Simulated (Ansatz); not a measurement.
## Ga under changes of volume

One of the cells (17.718 Å³/atom); the others are scaled copies at fixed shape and fractional positions:

```
Ga
1.0
    -1.38440    1.38440    2.31122
     1.38440   -1.38440    2.31122
     1.38440    1.38440   -2.31122
Ga
1
Cartesian
  0.0000 0.0000 0.0000
```

This isn't the form of Ga at room conditions, which is orthorhombic.

| Item | Value |
| --- | --- |
| Program | Ansatz 0.2.0 |
| Functional | PBE |
| Potentials or basis | all-electron LAPW, scalar-relativistic |
| Cutoff | 257 eV (chosen from the basis error) |
| Basis error allowed | 0.0005 eV/atom |
| k mesh | 13 × 13 × 13 |
| Occupations | fermi-dirac, width 0.05 eV |
| Spin | no spin polarisation |

```csv
volume (Å³/atom),energy over the lowest point (meV/atom),pressure (GPa)
16.655,49.54,8.4
17.010,?,?
17.364,20.29,5.0
17.718,11.00,3.5
18.073,4.77,2.2
18.427,1.22,1.1
18.781,0.00,0.2
```

What does the run at 17.010 Å³/atom give?

Energy over the lowest point 33.00 meV/atom; pressure 6.6 GPa.

Worked out: A Birch-Murnaghan fit of order 3 (a polynomial in V^(-2/3)) to the other rows has its minimum at 18.80 Å³/atom, just outside them, with B0 = V·E''(V) = 50 GPa and B' = 5.6 at fixed shape and positions, which overstates the stiffness. It gives 32.95 meV/atom at 17.010 Å³/atom, against the run's 33.00, and -dE/dV = 6.6 GPa, against 6.6.

Energies are extrapolated to zero smearing.
